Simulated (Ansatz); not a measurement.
WSe₂: random displacements

The calculation used DFT LDA, scalar-relativistic, plane waves, PAW (Ansatz 0.2.0). The runs took a 420 eV cutoff, a Γ-centred 12×12×2 mesh and Gaussian smearing (0.05 eV). Spin–orbit coupling is left out, which can shift energies with elements as heavy as these. No spin polarisation. Energies are free energies at this smearing, counted from the undisturbed cell; pressure is positive in compression.

The starting cell (as given, not relaxed at this level):

```
CELL_PARAMETERS angstrom
3.29000 0.00000 0.00000
-1.64500 2.84922 0.00000
0.00000 0.00000 12.97000
ATOMIC_POSITIONS crystal
W 0.33333 0.66667 0.25000
W 0.66667 0.33333 0.75000
Se 0.33333 0.66667 0.62100
Se 0.66667 0.33333 0.12100
Se 0.33333 0.66667 0.87900
Se 0.66667 0.33333 0.37900
```

The cell holds layers and no dispersion correction was added, so their binding is poorly described.

The atoms are displaced (Å, in the unstrained cell):

```csv
atom,ux,uy,uz
W1,0.121,0.070,0.132
W2,-0.215,0.095,-0.291
Se3,0.498,-0.210,0.028
Se4,-0.072,0.202,0.164
Se5,-0.271,-0.120,-0.272
Se6,-0.062,-0.037,0.240
```

Strain (Voigt, engineering shear): (0.0692, -0.0011, -0.0377, -0.0302, -0.1427, 0.0402).

Q: What are the energy change, the stress and the forces?

A: ΔE = 2545.4 meV/atom; stress (xx, yy, zz, yz, xz, xy; compression positive) (30.85, 17.83, 70.95, -28.90, 57.92, -23.23) GPa.
| atom | Fx (eV/Å) | Fy | Fz |
| --- | --- | --- | --- |
| W1 | -2.08 | 0.41 | -0.06 |
| W2 | 25.24 | -23.15 | 40.39 |
| Se3 | -28.72 | 21.64 | -41.73 |
| Se4 | 0.07 | -0.90 | -0.42 |
| Se5 | 3.48 | 1.51 | 1.54 |
| Se6 | 2.00 | 0.49 | 0.28 |

Cost: 1 run of about 1.7 core-minutes, on Arm Neoverse V1 (shared hosts).